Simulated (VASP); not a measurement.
## ZrN: optical spectrum with PBE

The system is ZrN.

```xyz
2
Lattice="0.0000 2.2875 2.2875 2.2875 0.0000 2.2875 2.2875 2.2875 0.0000" Properties=species:S:1:pos:R:3 pbc="T T T"
Zr    0.0000    0.0000    0.0000
N     2.2875    2.2875    2.2875
```

The cell was built by a generator and isn't the measured one.

- Program: VASP 6.6.1
- Task: optical spectrum
- Functional: PBE
- Potentials or basis: VASP PAW PBE potentials, release 64 (Zr_sv, N)
- Cutoff: 520 eV
- k mesh: 12 × 12 × 12
- Occupations: fermi-dirac, width 0.05 eV
- Spin: no spin polarisation
- Further INCAR settings: ALGO = Normal; EDIFF = 1e-06; NBANDS = 40

| Item | Value |
| --- | --- |
| Pressure | 3.5 GPa |
| Band gap on the k mesh | none (metal or under the smearing width) |

Levels at points of the mesh, in eV from the Fermi level:
```tsv
k point	band 7	band 8	band 9	band 10	band 11	band 12
(0.00, 0.00, 0.00)	-2.67	-2.67	-0.40	-0.40	-0.40	1.60
(0.50, 0.00, 0.00)	-5.72	-5.72	3.05	3.12	3.12	4.79
(0.50, 0.50, 0.00)	-3.50	-3.16	-3.16	3.41	4.58	4.58
```

Dielectric function (mean over the directions given):
```csv
energy (eV),real part,imaginary part
0.26,-18.77,53.88
1.28,4.79,0.56
2.31,6.24,0.81
3.33,8.25,1.20
4.36,8.59,2.73
5.38,7.71,7.58
6.41,6.16,8.87
7.50,2.72,9.23
8.53,1.40,8.49
9.55,-1.01,7.71
10.58,-2.82,3.82
11.60,-2.76,1.96
12.63,-0.99,0.95
13.72,0.14,0.82
14.74,0.59,1.17
15.77,0.47,1.36
16.80,0.51,1.59
17.82,0.11,1.51
18.85,-0.04,1.24
19.94,0.05,1.08
```

Wall time 19 s on 1 thread of Intel(R) Xeon(R) 6975P-C (Granite Rapids), with other jobs on the host, peak memory 0.21 GiB.

Caveat: independent-particle spectra lack excitons; the intraband (Drude) part of a metal's response may be missing.
